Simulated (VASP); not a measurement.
# AlN: relaxation of the cell, by functional

AlN, P6_3mc (no. 186), 4 atoms in the cell.

| Functional | Volume (A^3) | Pressure left (GPa) | Ionic steps | SCF steps in all | Time (s) |
|---|---|---|---|---|---|
| RGE2 | 42.294 | 0.06 | 6 | 44 | 30 |
| Slater-GL | 40.413 | 0.00 | 9 | 60 | 34 |
| PBEfe | 41.909 | 0.00 | 3 | 28 | 19 |
| mPWPW | 42.472 | 0.00 | 3 | 29 | 20 |

## Input of the first row

INCAR:
```
SYSTEM = AlN
PREC = Accurate ; ENCUT = 600
EDIFF = 1E-7 ; ISMEAR = 0
SIGMA = 0.02 ; LREAL = .False.
LASPH = .True. ; ALGO = Normal
NELM = 100 ; ISIF = 3
LWAVE = .False. ; LCHARG = .False.
IBRION = 2 ; NSW = 40
EDIFFG = -0.01 ; GGA_COMPAT = .False.
GGA = LIBXC ; LIBXC1 = GGA_X_RGE2
LIBXC2 = GGA_C_RGE2
```

KPOINTS:
```
k-points
0
Gamma
  8 8 5
```

POSCAR:
```
AlN
1.0
    3.1130000000      0.0000000000      0.0000000000
   -1.5565000000      2.6959370820      0.0000000000
    0.0000000000      0.0000000000      4.9810000000
Al N
2 2
Direct
    0.6666666667      0.3333333333      0.5000000000
    0.3333333333      0.6666666667      0.0000000000
    0.6666666667      0.3333333333      0.8800000000
    0.3333333333      0.6666666667      0.3800000000
```

Commands:
```
cat potpaw_PBE.64/Al/POTCAR potpaw_PBE.64/N/POTCAR > POTCAR
mpirun -np 1 vasp_std > vasp.out
```

Changes of the last row against the first:
```
- LIBXC1 = GGA_X_RGE2
- LIBXC2 = GGA_C_RGE2
+ LIBXC1 = GGA_X_MPW91
+ LIBXC2 = GGA_C_PW91
```

VASP 6.6.1 took 30 s on 1 core (Intel Xeon 6975P-C (Granite Rapids)), a shared host.
